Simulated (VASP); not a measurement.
CdSe, 4 atoms in the cell. The structure is tetragonal, space group P4_2/mmc (No. 131). Conventional cell: a = 4.094 Å, b = 4.094 Å, c = 7.356 Å, α = 90.00°, β = 90.00°, γ = 90.00°. Cd (site symmetry mmm) has 4 Se at 2.75 Å as nearest neighbours. Se (site symmetry -4m2) has 4 Cd at 2.75 Å as nearest neighbours. The cell was built by a generator and needn't be a form met in nature.

| Property | Result |
| --- | --- |
| Program | VASP 6.6.1 |
| Task | relaxation of cell and atoms |
| Functional | PBEsol |
| Potentials or basis | VASP PAW PBE potentials, release 64 (Cd, Se) |
| Cutoff | 600 eV |
| k mesh | 7 × 7 × 4 |
| Occupations | gaussian, width 0.05 eV |
| Spin | no spin polarisation |
| Further INCAR settings | ALGO = Normal; EDIFF = 1e-06; IBRION = 2; EDIFFG = -0.01; NSW = 60; ISIF = 3 |

Potentials or basis: VASP PAW PBE potentials, release 64 (Cd, Se).

Launch:

```bash
$ cat potpaw_PBE.64/Cd/POTCAR potpaw_PBE.64/Se/POTCAR > POTCAR
$ mpirun -np 1 vasp_std > vasp.out
```

Hardware: 1 thread of AMD EPYC 9R45 (Zen 5), on a shared host.

Q: How long does it take, and how much memory?

A: It took 3.6 min on 1 thread of AMD EPYC 9R45 (Zen 5), on a shared host, peak memory 0.29 GiB. Counts: scf iterations 51, k points 30, ion steps 7.
